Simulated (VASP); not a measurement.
# PbO (Pbcm) in VASP: a series of runs

One crystal, PbO, is run at these levels: PBEsol, r2SCAN, TB-mBJ; tasks: band structure.

Program: VASP 6.6.1. These are calculated values, not measurements. Logs are shortened: lines on timing, memory, paths and dates and some standing lists are left out, and cuts for length are marked.

## Step 1: Starting point

Symmetry: Pbcm, No. 57, orthorhombic system. Conventional cell: a = 5.913 Å, b = 5.526 Å, c = 4.713 Å, α = 90.00°, β = 90.00°, γ = 90.00°. Pb (site symmetry m) is surrounded by 4 O at 2.24 to 2.46 Å. O (site symmetry m) is surrounded by 4 Pb at 2.24 to 2.46 Å.

The cell is a database's computed one.

## Step 2: Band structure, PBEsol

Input file INCAR:

```
SYSTEM = PbO
  PREC = Accurate
  ENCUT = 520
  EDIFF = 1E-6
  ISMEAR = 0
  SIGMA = 0.02
  LREAL = .FALSE.
  LASPH = .TRUE.
  NELM = 80
  ALGO = Normal
  ISIF = 2
  LWAVE = .FALSE.
  LCHARG = .FALSE.
  GGA = PS
  NBANDS = 50
```

Input file KPOINTS:

```
Automatic mesh
0
G
  6 6 6
  0 0 0
```

Input file POSCAR:

```
PbO
1.0
    5.9128200000      0.0000000000      0.0000000000
    0.0000000000      5.5257100000      0.0000000000
    0.0000000000      0.0000000000      4.7126400000
Pb O
4 4
Direct
    0.2304000000      0.0107600000      0.7500000000
    0.7696000000      0.9892400000      0.2500000000
    0.7696000000      0.5107600000      0.7500000000
    0.2304000000      0.4892400000      0.2500000000
    0.8638000000      0.9082300000      0.7500000000
    0.1362000000      0.0917700000      0.2500000000
    0.1362000000      0.4082300000      0.7500000000
    0.8638000000      0.5917700000      0.2500000000
```

Input file KPOINTS_OPT:

```
path GXSYGZURTZ,YT,UX,SR
10
line-mode
reciprocal
 0.0000000000  0.0000000000  0.0000000000  G
 0.0000000000  0.0000000000 -0.5000000000  X

 0.0000000000  0.0000000000 -0.5000000000  X
 0.0000000000 -0.5000000000 -0.5000000000  S

 0.0000000000 -0.5000000000 -0.5000000000  S
 0.0000000000 -0.5000000000  0.0000000000  Y

 0.0000000000 -0.5000000000  0.0000000000  Y
 0.0000000000  0.0000000000  0.0000000000  G

 0.0000000000  0.0000000000  0.0000000000  G
-0.5000000000  0.0000000000  0.0000000000  Z

-0.5000000000  0.0000000000  0.0000000000  Z
-0.5000000000  0.0000000000 -0.5000000000  U

-0.5000000000  0.0000000000 -0.5000000000  U
-0.5000000000 -0.5000000000 -0.5000000000  R

-0.5000000000 -0.5000000000 -0.5000000000  R
-0.5000000000 -0.5000000000  0.0000000000  T

-0.5000000000 -0.5000000000  0.0000000000  T
-0.5000000000  0.0000000000  0.0000000000  Z

 0.0000000000 -0.5000000000  0.0000000000  Y
-0.5000000000 -0.5000000000  0.0000000000  T

-0.5000000000  0.0000000000 -0.5000000000  U
 0.0000000000  0.0000000000 -0.5000000000  X

 0.0000000000 -0.5000000000 -0.5000000000  S
-0.5000000000 -0.5000000000 -0.5000000000  R
```

Potentials or basis: VASP PAW PBE potentials, release 64 (Pb_d, O).

Run with:

```sh
> cat potpaw_PBE.64/Pb_d/POTCAR potpaw_PBE.64/O/POTCAR > POTCAR
> mpirun -np 1 vasp_std > vasp.out
```

OUTCAR:

```text
SYSTEM = PbO
   PREC = Accurate
   ENCUT = 520
   EDIFF = 1E-6
   ISMEAR = 0
   LREAL = .FALSE.
   LASPH = .TRUE.
   NELM = 80
   ISIF = 2
   GGA = PS

 ion  position               nearest neighbor table
   1  0.230  0.011  0.750-   5 2.24   7 2.27   6 2.46   6 2.46   4 3.54   4 3.54   2 3.60   2 3.60
                             4 3.72   4 3.72   3 3.88   3 3.88   2 3.97   2 3.97
   2  0.770  0.989  0.250-   6 2.24   8 2.27   5 2.46   5 2.46   3 3.54   3 3.54   1 3.60   1 3.60
                             3 3.72   3 3.72   4 3.88   4 3.88   1 3.97   1 3.97
   3  0.770  0.511  0.750-   7 2.24   5 2.27   8 2.46   8 2.46   2 3.54   2 3.54   4 3.60   4 3.60
                             2 3.72   2 3.72   1 3.88   1 3.88   4 3.97   4 3.97
   4  0.230  0.489  0.250-   8 2.24   6 2.27   7 2.46   7 2.46   1 3.54   1 3.54   3 3.60   3 3.60
                             1 3.72   1 3.72   2 3.88   2 3.88   3 3.97   3 3.97
   5  0.864  0.908  0.750-   1 2.24   3 2.27   2 2.46   2 2.46
   6  0.136  0.092  0.250-   2 2.24   4 2.27   1 2.46   1 2.46
   7  0.136  0.408  0.750-   3 2.24   1 2.27   4 2.46   4 2.46
   8  0.864  0.592  0.250-   4 2.24   2 2.27   3 2.46   3 2.46

  LATTYP: Found a simple orthorhombic cell.
 ALAT       =     4.7126400000
 B/A-ratio  =     1.1725296225
 C/A-ratio  =     1.2546725402

  Lattice vectors:

 A1 = (   0.0000000000,   0.0000000000,  -4.7126400000)
 A2 = (   0.0000000000,   5.5257100000,   0.0000000000)
 A3 = (   5.9128200000,   0.0000000000,   0.0000000000)

Analysis of symmetry for initial positions (statically):
=====================================================================
 Subroutine PRICEL returns:
 Original cell was already a primitive cell.

 Routine SETGRP: Setting up the symmetry group for a
 simple orthorhombic supercell.

 Subroutine GETGRP returns: Found  8 space group operations
 (whereof  2 operations were pure point group operations)
 out of a pool of  8 trial point group operations.

The static configuration has the point symmetry S_2 .
 The point group associated with its full space group is D_2h.

Analysis of symmetry for dynamics (positions and initial velocities):
=====================================================================
 Subroutine PRICEL returns:
 Original cell was already a primitive cell.

 Routine SETGRP: Setting up the symmetry group for a
 simple orthorhombic supercell.

 Subroutine GETGRP returns: Found  8 space group operations
 (whereof  2 operations were pure point group operations)
 out of a pool of  8 trial point group operations.

The dynamic configuration has the point symmetry S_2 .
 The point group associated with its full space group is D_2h.

 Subroutine INISYM returns: Found  8 space group operations
 (whereof  2 operations are pure point group operations),
 and found     1 'primitive' translations

----------------------------------------------------------------------------------------

                                     Primitive cell

  volume of cell :     153.9739

  direct lattice vectors                    reciprocal lattice vectors
     5.912820000  0.000000000  0.000000000     0.169124039  0.000000000  0.000000000
     0.000000000  5.525710000  0.000000000     0.000000000  0.180972219  0.000000000
     0.000000000  0.000000000  4.712640000     0.000000000  0.000000000  0.212195288

  length of vectors
     5.912820000  5.525710000  4.712640000     0.169124039  0.180972219  0.212195288

  position of ions in fractional coordinates (direct lattice)
     0.230400000  0.010760000  0.750000000
     0.769600000  0.989240000  0.250000000
     0.769600000  0.510760000  0.750000000
     0.230400000  0.489240000  0.250000000
     0.863800000  0.908230000  0.750000000
     0.136200000  0.091770000  0.250000000
     0.136200000  0.408230000  0.750000000
     0.863800000  0.591770000  0.250000000

  ion indices of the primitive-cell ions
   primitive index   ion index
                 1           1
                 2           2
                 3           3
                 4           4
[... 55 lines left out ...]
 cond. band min:       6.6730780539   @ k =   0.5000   0.5000   0.3333
 fundamental gap:      2.0262126392
 Fermi energy:         4.7964744477

 k-point     1 :       0.0000    0.0000    0.0000
  band No.  band energies     occupation
      1     -12.9688      2.00000
      2     -12.8468      2.00000
      3     -12.7349      2.00000
      4     -12.6370      2.00000
      5     -10.8027      2.00000
      6     -10.7419      2.00000
[... 42 lines left out ...]
     49      12.4171      0.00000
     50      12.6004      0.00000

 k-point     2 :       0.1667    0.0000    0.0000
  band No.  band energies     occupation
      1     -12.9624      2.00000
      2     -12.8434      2.00000
      3     -12.7303      2.00000
      4     -12.6321      2.00000
      5     -10.8001      2.00000
      6     -10.7411      2.00000
[... 42 lines left out ...]
     49      12.1982      0.00000
     50      12.4272      0.00000

 k-point     3 :       0.3333    0.0000    0.0000
  band No.  band energies     occupation
      1     -12.9493      2.00000
      2     -12.8366      2.00000
      3     -12.7209      2.00000
      4     -12.6224      2.00000
      5     -10.7942      2.00000
      6     -10.7466      2.00000
[... 42 lines left out ...]
     49      11.5685      0.00000
     50      12.0692      0.00000

 k-point     4 :       0.5000    0.0000    0.0000
  band No.  band energies     occupation
      1     -12.9427      2.00000
      2     -12.8332      2.00000
      3     -12.7162      2.00000
      4     -12.6174      2.00000
      5     -10.7906      2.00000
      6     -10.7502      2.00000
[... 999 lines left out ...]
 k-point    23 :       0.3333    0.1667    0.1667
  band No.  band energies     occupation
      1     -12.8682      2.00000
      2     -12.7952      2.00000
      3     -12.6769      2.00000
      4     -12.5979      2.00000
      5     -10.7634      2.00000
      6     -10.7449      2.00000
[... 42 lines left out ...]
     49      11.8205      0.00000
     50      12.1981      0.00000

 k-point    24 :       0.5000    0.1667    0.1667
  band No.  band energies     occupation
      1     -12.8625      2.00000
      2     -12.7919      2.00000
      3     -12.6727      2.00000
      4     -12.5932      2.00000
      5     -10.7607      2.00000
      6     -10.7466      2.00000
[... 42 lines left out ...]
     49      11.8620      0.00000
     50      12.3365      0.00000

 [... further k-points ...]

------------------------ aborting loop because EDIFF is reached ----------------------------------------

  FORCE on cell =-STRESS in cart. coord.  units (eV):
  Direction    XX          YY          ZZ          XY          YZ          ZX
  --------------------------------------------------------------------------------------
  -------------------------------------------------------------------------------------
  Total        0.0308387      0.0243684      0.0181426      0.0000000      0.0000000      0.0000000
  in kB        0.3208925      0.2535656      0.1887827      0.0000000      0.0000000      0.0000000
  external PRESSURE =       0.2544136 kB  Pullay stress =       0.0000000 kB

 VOLUME and BASIS-vectors are now :
 -----------------------------------------------------------------------------
  energy-cutoff  :      520.00
  volume of cell :      153.97
      direct lattice vectors                 reciprocal lattice vectors
     5.912820000  0.000000000  0.000000000     0.169124039  0.000000000  0.000000000
     0.000000000  5.525710000  0.000000000     0.000000000  0.180972219  0.000000000
     0.000000000  0.000000000  4.712640000     0.000000000  0.000000000  0.212195288

 POSITION                                       TOTAL-FORCE (eV/Angst)
 -----------------------------------------------------------------------------------
      1.36231      0.05946      3.53448         0.001090     -0.001127      0.000000
      4.55051      5.46625      1.17816        -0.001090      0.001127     -0.000000
      4.55051      2.82231      3.53448        -0.001090     -0.001127      0.000000
      1.36231      2.70340      1.17816         0.001090      0.001127     -0.000000
      5.10749      5.01862      3.53448        -0.003438      0.001996      0.000000
      0.80533      0.50709      1.17816         0.003438     -0.001996      0.000000
      0.80533      2.25576      3.53448         0.003438      0.001996      0.000000
      5.10749      3.26995      1.17816        -0.003438     -0.001996     -0.000000
 -----------------------------------------------------------------------------------
    total drift:                                0.000000     -0.000000     -0.000000

  FREE ENERGIE OF THE ION-ELECTRON SYSTEM (eV)
  ---------------------------------------------------
  free  energy   TOTEN  =       -45.6316981595 eV

  energy  without entropy=      -45.6316981595  energy(sigma->0) =      -45.63169816
```

Wall time 7.8 min (1 thread of Intel Xeon 6975P-C (Granite Rapids), shared host); peak memory 0.68 GiB.

Results:

* Free energy: -45.6317 eV
* Pressure: 0.0 GPa
* Largest force: 0.004 eV/Å
* Band gap on the k mesh: 2.03 eV, indirect (least direct gap 2.30 eV)
* Band gap along the path: 2.03 eV, indirect (least direct gap 2.30 eV)

Forces on the atoms (eV/Å):
```
Pb   0.001 -0.001  0.000
Pb  -0.001  0.001  0.000
Pb  -0.001 -0.001  0.000
Pb   0.001  0.001  0.000
O   -0.003  0.002  0.000
O    0.003 -0.002  0.000
O    0.003  0.002  0.000
O   -0.003 -0.002  0.000
```

Levels at the corners of the path, in eV from the valence-band top:
| point | band 38 | band 39 | band 40 | band 41 | band 42 | band 43 |
| --- | --- | --- | --- | --- | --- | --- |
| Γ | -1.21 | -0.34 | -0.06 | 3.29 | 3.79 | 4.59 |
| X | -0.79 | -0.26 | -0.26 | 4.05 | 4.05 | 4.84 |
| X | -0.79 | -0.26 | -0.26 | 4.05 | 4.05 | 4.84 |
| S | -0.77 | -0.77 | -0.77 | 3.35 | 3.35 | 3.35 |
| S | -0.77 | -0.77 | -0.77 | 3.35 | 3.35 | 3.35 |
| Y | -0.97 | -0.19 | -0.19 | 3.95 | 3.95 | 4.81 |
| Y | -0.97 | -0.19 | -0.19 | 3.95 | 3.95 | 4.81 |
| Γ | -1.21 | -0.34 | -0.06 | 3.29 | 3.79 | 4.59 |
| Γ | -1.21 | -0.34 | -0.06 | 3.29 | 3.79 | 4.59 |
| Z | -0.66 | -0.50 | 0.00 | 2.65 | 3.08 | 3.73 |
| Z | -0.66 | -0.50 | 0.00 | 2.65 | 3.08 | 3.73 |
| U | -0.49 | -0.39 | -0.39 | 3.09 | 3.09 | 3.59 |
| U | -0.49 | -0.39 | -0.39 | 3.09 | 3.09 | 3.59 |
| R | -0.54 | -0.54 | -0.54 | 2.43 | 2.43 | 2.43 |
| R | -0.54 | -0.54 | -0.54 | 2.43 | 2.43 | 2.43 |
| T | -0.64 | -0.49 | -0.49 | 2.99 | 2.99 | 4.02 |
| T | -0.64 | -0.49 | -0.49 | 2.99 | 2.99 | 4.02 |
| Z | -0.66 | -0.50 | 0.00 | 2.65 | 3.08 | 3.73 |
| Y | -0.97 | -0.19 | -0.19 | 3.95 | 3.95 | 4.81 |
| T | -0.64 | -0.49 | -0.49 | 2.99 | 2.99 | 4.02 |
| U | -0.49 | -0.39 | -0.39 | 3.09 | 3.09 | 3.59 |
| X | -0.79 | -0.26 | -0.26 | 4.05 | 4.05 | 4.84 |
| S | -0.77 | -0.77 | -0.77 | 3.35 | 3.35 | 3.35 |
| R | -0.54 | -0.54 | -0.54 | 2.43 | 2.43 | 2.43 |

Caveat: the PAW data sets were made with another functional, which shifts forces and pressure a little; spin-orbit coupling is left out, which as a rule narrows the gap of such compounds by several tenths of an eV. Expect the measured gap to be larger: semilocal functionals such as PBEsol lack the derivative discontinuity.

## Step 3: Band structure, r2SCAN

INCAR, as its differences from that of step 2:

```diff
@@ -13,3 +13,4 @@
   LCHARG = .FALSE.
-  GGA = PS
+  METAGGA = R2SCAN
+  LMIXTAU = .TRUE.
   NBANDS = 50
```

KPOINTS is that of step 2.

POSCAR is that of step 2.

KPOINTS_OPT is that of step 2.

Potentials or basis: VASP PAW PBE potentials, release 64 (Pb_d, O).

Run with:

```sh
> cat potpaw_PBE.64/Pb_d/POTCAR potpaw_PBE.64/O/POTCAR > POTCAR
> mpirun -np 1 vasp_std > vasp.out
```

It took 26 min on 1 thread of Intel Xeon 6975P-C (Granite Rapids), shared host; peak memory 0.73 GiB.

Results (log left out):

| Property | Result |
| --- | --- |
| Free energy | -258.9328 eV |
| Pressure | 1.2 GPa |
| Largest force | 0.078 eV/Å |
| Band gap on the k mesh | 2.50 eV, indirect (least direct gap 2.76 eV) |
| Band gap along the path | 2.50 eV, indirect (least direct gap 2.76 eV) |

Forces on the atoms (eV/Å):
```
Pb   0.005 -0.008  0.000
Pb  -0.005  0.008  0.000
Pb  -0.005 -0.008  0.000
Pb   0.005  0.008  0.000
O    0.076 -0.019  0.000
O   -0.076  0.019  0.000
O   -0.076 -0.019  0.000
O    0.076  0.019  0.000
```

Stress tensor (GPa, compression positive):
```
0.96 0.00 0.00
0.00 0.99 0.00
0.00 0.00 1.56
```

Levels at the corners of the path, in eV from the valence-band top:
```
point  band 38  band 39  band 40  band 41  band 42  band 43
    Γ    -1.22    -0.34    -0.02     3.74     4.30     5.10
    X    -0.79    -0.25    -0.25     4.54     4.54     5.41
    X    -0.79    -0.25    -0.25     4.54     4.54     5.41
    S    -0.75    -0.75    -0.75     3.84     3.84     3.84
    S    -0.75    -0.75    -0.75     3.84     3.84     3.84
    Y    -0.97    -0.18    -0.18     4.49     4.49     5.36
    Y    -0.97    -0.18    -0.18     4.49     4.49     5.36
    Γ    -1.22    -0.34    -0.02     3.74     4.30     5.10
    Γ    -1.22    -0.34    -0.02     3.74     4.30     5.10
    Z    -0.65    -0.47     0.00     3.16     3.53     4.22
    Z    -0.65    -0.47     0.00     3.16     3.53     4.22
    U    -0.48    -0.38    -0.38     3.63     3.63     4.07
    U    -0.48    -0.38    -0.38     3.63     3.63     4.07
    R    -0.53    -0.53    -0.53     2.88     2.88     2.88
    R    -0.53    -0.53    -0.53     2.88     2.88     2.88
    T    -0.61    -0.48    -0.48     3.53     3.53     4.50
    T    -0.61    -0.48    -0.48     3.53     3.53     4.50
    Z    -0.65    -0.47     0.00     3.16     3.53     4.22
    Y    -0.97    -0.18    -0.18     4.49     4.49     5.36
    T    -0.61    -0.48    -0.48     3.53     3.53     4.50
    U    -0.48    -0.38    -0.38     3.63     3.63     4.07
    X    -0.79    -0.25    -0.25     4.54     4.54     5.41
    S    -0.75    -0.75    -0.75     3.84     3.84     3.84
    R    -0.53    -0.53    -0.53     2.88     2.88     2.88
```

Caveat: the PAW data sets were made with another functional, which shifts forces and pressure a little; spin-orbit coupling is left out, which as a rule narrows the gap of such compounds by several tenths of an eV. r2SCAN opens gaps a little over a GGA but as a rule still falls short of measured ones.

## Step 4: Band structure, TB-mBJ

POSCAR is that of step 3.

Input file INCAR.step1:

```
SYSTEM = PbO
  PREC = Accurate
  ENCUT = 520
  EDIFF = 1E-5
  ISMEAR = 0
  SIGMA = 0.02
  LREAL = .FALSE.
  LASPH = .TRUE.
  NELM = 80
  ALGO = Normal
  ISIF = 2
  LWAVE = .TRUE.
  LCHARG = .FALSE.
  NBANDS = 50
  GGA = PE
```

Input file INCAR.step2:

```
SYSTEM = PbO
  PREC = Accurate
  ENCUT = 520
  EDIFF = 1E-6
  ISMEAR = 0
  SIGMA = 0.02
  LREAL = .FALSE.
  LASPH = .TRUE.
  NELM = 80
  ALGO = Normal
  ISIF = 2
  LWAVE = .FALSE.
  LCHARG = .FALSE.
  METAGGA = MBJ
  NBANDS = 50
  ISTART = 1
```

KPOINTS is that of step 3.

KPOINTS_OPT is that of step 3.

Run with:

```sh
> cat potpaw_PBE.64/Pb_d/POTCAR potpaw_PBE.64/O/POTCAR > POTCAR
> cp INCAR.step1 INCAR
> mpirun -np 1 vasp_std > vasp.out
> cp INCAR.step2 INCAR
> mpirun -np 1 vasp_std > vasp.out
```

It took 20 min on 1 thread of Intel Xeon 6975P-C (Granite Rapids), shared host; peak memory 0.69 GiB.

The run converged. Its results:

```yaml
Band_gap_on_the_k_mesh: 2.91 eV, indirect (least direct gap 3.14 eV)
Band_gap_along_the_path: 2.90 eV, indirect (least direct gap 3.14 eV)
```

Levels at the corners of the path, in eV from the valence-band top:
```tsv
point	band 36	band 37	band 38	band 39	band 40	band 41	band 42	band 43	band 44	band 45
Γ	-1.84	-1.42	-1.09	-0.31	-0.01	4.09	4.55	5.33	6.09	6.51
X	-1.35	-0.79	-0.79	-0.22	-0.22	4.88	4.88	5.67	5.67	5.87
X	-1.35	-0.79	-0.79	-0.22	-0.22	4.88	4.88	5.67	5.67	5.87
S	-1.49	-0.69	-0.69	-0.69	-0.69	4.21	4.21	4.21	4.21	6.81
S	-1.49	-0.69	-0.69	-0.69	-0.69	4.21	4.21	4.21	4.21	6.81
Y	-1.82	-0.95	-0.95	-0.14	-0.14	4.90	4.90	5.64	5.64	5.84
Y	-1.82	-0.95	-0.95	-0.14	-0.14	4.90	4.90	5.64	5.64	5.84
Γ	-1.84	-1.42	-1.09	-0.31	-0.01	4.09	4.55	5.33	6.09	6.51
Γ	-1.84	-1.42	-1.09	-0.31	-0.01	4.09	4.55	5.33	6.09	6.51
Z	-1.69	-1.46	-0.50	-0.46	-0.02	3.64	3.84	4.56	5.65	6.88
Z	-1.69	-1.46	-0.50	-0.46	-0.02	3.64	3.84	4.56	5.65	6.88
U	-1.18	-0.41	-0.41	-0.35	-0.35	4.06	4.06	4.39	4.39	5.60
U	-1.18	-0.41	-0.41	-0.35	-0.35	4.06	4.06	4.39	4.39	5.60
R	-1.48	-0.45	-0.45	-0.45	-0.45	3.24	3.24	3.24	3.24	7.75
R	-1.48	-0.45	-0.45	-0.45	-0.45	3.24	3.24	3.24	3.24	7.75
T	-1.85	-0.56	-0.56	-0.45	-0.45	3.96	3.96	4.90	4.90	5.30
T	-1.85	-0.56	-0.56	-0.45	-0.45	3.96	3.96	4.90	4.90	5.30
Z	-1.69	-1.46	-0.50	-0.46	-0.02	3.64	3.84	4.56	5.65	6.88
Y	-1.82	-0.95	-0.95	-0.14	-0.14	4.90	4.90	5.64	5.64	5.84
T	-1.85	-0.56	-0.56	-0.45	-0.45	3.96	3.96	4.90	4.90	5.30
U	-1.18	-0.41	-0.41	-0.35	-0.35	4.06	4.06	4.39	4.39	5.60
X	-1.35	-0.79	-0.79	-0.22	-0.22	4.88	4.88	5.67	5.67	5.87
S	-1.49	-0.69	-0.69	-0.69	-0.69	4.21	4.21	4.21	4.21	6.81
R	-1.48	-0.45	-0.45	-0.45	-0.45	3.24	3.24	3.24	3.24	7.75
```

Caveat: the PAW data sets were made with another functional, which shifts forces and pressure a little; spin-orbit coupling is left out, which as a rule narrows the gap of such compounds by several tenths of an eV.

## Step 5: Summary

```tsv
level	gap on the mesh (eV)	pressure (GPa)
PBEsol	2.03	0.0
r2SCAN	2.50	1.2
TB-mBJ	2.91	-
```

Alike in all rows: task band structure; potentials or basis VASP PAW PBE potentials, release 64 (Pb_d, O); no spin polarisation; cell as given; k mesh 6 × 6 × 6; cutoff (eV) 520; smearing gaussian 0.02 eV.

On the cell as given the gap runs from 2.03 eV (PBEsol) to 2.90 eV (TB-mBJ).

Caveats: the PAW data sets were made with another functional, which shifts forces and pressure a little; spin-orbit coupling is left out, which as a rule narrows the gap of such compounds by several tenths of an eV.

Absolute energies hang on the potentials; compare differences alone.
